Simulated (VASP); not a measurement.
A run of VASP 6.6.1 is set up as follows.

INCAR

```
SYSTEM = CdSe
PREC     = Accurate       ! precision mode
ENCUT    = 520            ! plane-wave cutoff, eV
EDIFF    = 1E-6           ! SCF threshold, eV
ISMEAR   = 0              ! smearing method
SIGMA    = 0.05           ! smearing width, eV
LREAL    = .False.        ! projectors in reciprocal space
LASPH    = .True.         ! aspherical terms in the spheres
NELM     = 100            ! most SCF steps
ALGO     = Normal         ! electronic algorithm
ISIF     = 2              ! what is computed and relaxed
LWAVE    = .False.        ! write WAVECAR
LCHARG   = .True.         ! write CHGCAR
GGA      = PE             ! functional
LELF     = .True.         ! ELF
LVHAR    = .True.       
NBANDS   = 26             ! bands
```

The input KPOINTS:

```
Automatic mesh
0
Gamma
  6 6 4
  0 0 0
```

POSCAR

```
CdSe
1.0
    0.0000000000     -3.0984146730     -3.0984146730
    0.0000000000      3.0984146730     -3.0984146730
    6.1968293460      0.0000000000      0.0000000000
Cd Se
2 2
Direct
    0.5000000000      0.5000000000      0.5000000000
    0.0000000000      0.0000000000      0.0000000000
    0.0000000000      0.5000000000      0.2500000000
    0.5000000000      0.0000000000      0.7500000000
```

Potentials or basis: VASP PAW PBE potentials, release 64 (Cd, Se).

The run is started by

```sh
$ cat potpaw_PBE.64/Cd/POTCAR potpaw_PBE.64/Se/POTCAR > POTCAR
$ mpirun -np 1 vasp_std > vasp.out
```

**Question.** Estimate the pressure.

**Answer.** 0.2 GPa.

**Question.** Predict the band gap on the k mesh.

**Answer.** 0.49 eV.
